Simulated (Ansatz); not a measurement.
**BN: random displacements**

All numbers below come from Ansatz 0.2.0, DFT r2SCAN, scalar-relativistic, plane waves, PAW. Settings: plane waves to 500 eV, k-mesh 6×6×6 (Γ-centred), Gaussian smearing 0.05 eV. No spin polarisation. Energies are free energies at this smearing, counted from the undisturbed cell; pressure is positive in compression.

Zero of the scan (as given, not relaxed at this level):

```
B N
1.0
     3.62600    0.00000    0.00000
     0.00000   -3.62600    0.00000
     0.00000    0.00000   -3.62600
B N
4 4
Cartesian
  0.0000 -1.8130 -1.8130
  1.8130 0.0000 -1.8130
  1.8130 -1.8130 0.0000
  0.0000 0.0000 0.0000
  2.7195 -2.7195 -2.7195
  0.9065 -0.9065 -2.7195
  0.9065 -2.7195 -0.9065
  2.7195 -0.9065 -0.9065
```

The atoms are displaced (Å, in the unstrained cell):

```csv
atom,ux,uy,uz
B1,0.041,0.022,0.030
B2,-0.081,0.029,-0.064
B3,-0.022,0.079,0.065
B4,0.082,0.028,0.026
N5,-0.007,-0.063,-0.028
N6,-0.002,-0.073,-0.033
N7,0.079,-0.025,-0.061
N8,-0.092,0.003,0.065
```

Strain (Voigt, engineering shear): (-0.0429, 0.0700, -0.0123, -0.0488, -0.0696, -0.0430).

Task: What are the energy change, the stress and the forces?

Result: ΔE = 326.1 meV/atom; stress (xx, yy, zz, yz, xz, xy; compression positive) (23.53, -46.60, 12.46, 17.98, 33.36, 12.62) GPa; gap on the mesh 2.56 eV.
| atom | Fx (eV/Å) | Fy | Fz |
| --- | --- | --- | --- |
| B1 | -2.24 | -1.79 | -0.28 |
| B2 | 3.21 | -1.06 | 1.43 |
| B3 | 2.18 | -3.33 | -2.82 |
| B4 | -3.11 | -0.99 | -1.83 |
| N5 | 1.02 | 2.42 | 1.46 |
| N6 | -1.49 | 2.45 | 1.84 |
| N7 | -3.00 | 1.62 | 1.98 |
| N8 | 3.43 | 0.69 | -1.78 |

Cost: 1 run of about 0.23 core-minutes, on Intel Xeon 6975P-C (Granite Rapids) (shared hosts).